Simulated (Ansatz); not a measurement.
Runs of Ansatz 0.2.0 on In. The structure is tetragonal, space group I4/mmm (No. 139). The conventional cell has a = 3.251 Å, b = 3.251 Å, c = 4.947 Å, α = 90.00°, β = 90.00°, γ = 90.00°. Around In (site symmetry 4/mmm) lie 12 In at 3.25 to 3.38 Å. 

| task | level | potentials or basis | spin | fixed moment (μB) | cell | k mesh | cutoff (eV) | smearing | scf algorithm | other functionals evaluated on the density | magnetic field | basis error allowed | other keys | gap on the mesh (eV) | pressure (GPa) | moment (μB) |
| --- | --- | --- | --- | --- | --- | --- | --- | --- | --- | --- | --- | --- | --- | --- | --- | --- |
| elastic constants | SVWN5 | all-electron LAPW, scalar-relativistic | off | - | as given | 8 × 8 × 8 | 209 | fermi-dirac 0.05 eV | density_mixing | - | - | 0.0005 eV/atom | scf.algorithm = density_mixing | none | (a) | - |
| relaxation of cell and atoms | BLYP+D4 | all-electron LAPW, inner shells corrected to Dirac's equation | off | - | relaxed from: volume scaled by 0.96 | 11 × 11 × 11 | - | cold 0.01 eV | - | - | - | 0.001 eV/atom | - | - | 0.0 | - |
| single point | LDA | all-electron LAPW, scalar-relativistic | collinear, ferromagnetic start | - | as given | 11 × 11 × 11 | 320 | fermi-dirac 0.15 eV | - | PBEsol, PBE, BLYP | - | 0.001 eV/atom | basis.ecutwfc = 320 | none | -2.5 | 0.00 |
| single point | PBE-LDA | all-electron LAPW, non-relativistic | collinear, program default start | 1.0 | as given | 11 × 11 × 11 | 179 | methfessel-paxton 0.05 eV | - | PBE, LDA, RPBE | - | 0.001 eV/atom | - | - | (b) | - |
| magnetic field | PBE-PBEsol | all-electron LAPW, scalar-relativistic | collinear, random start | - | as given | 11 × 11 × 11 | 179 | methfessel-paxton 0.1 eV | - | - | 500 T | 0.001 eV/atom | - | none | 2.9 | 0.02 |

Task: Estimate the missing entries.

Result: (a) -2.7; (b) 12.9.

Caveats: the k mesh is thin for a metal, which can move the energy by tens of meV per atom (some runs); the elastic tensor has a negative eigenvalue, so either the cell is unstable as it stands or the mesh is too thin (some runs); the starting moments weren't kept (some runs); relativity is left out, which matters for the heavier elements (some runs); the total moment is fixed, so each spin has its own Fermi level (some runs).

A k mesh can miss the band edges, and the runs leave out spin-orbit coupling on In.

A gap of «none» marks a metal or a gap under the smearing width.
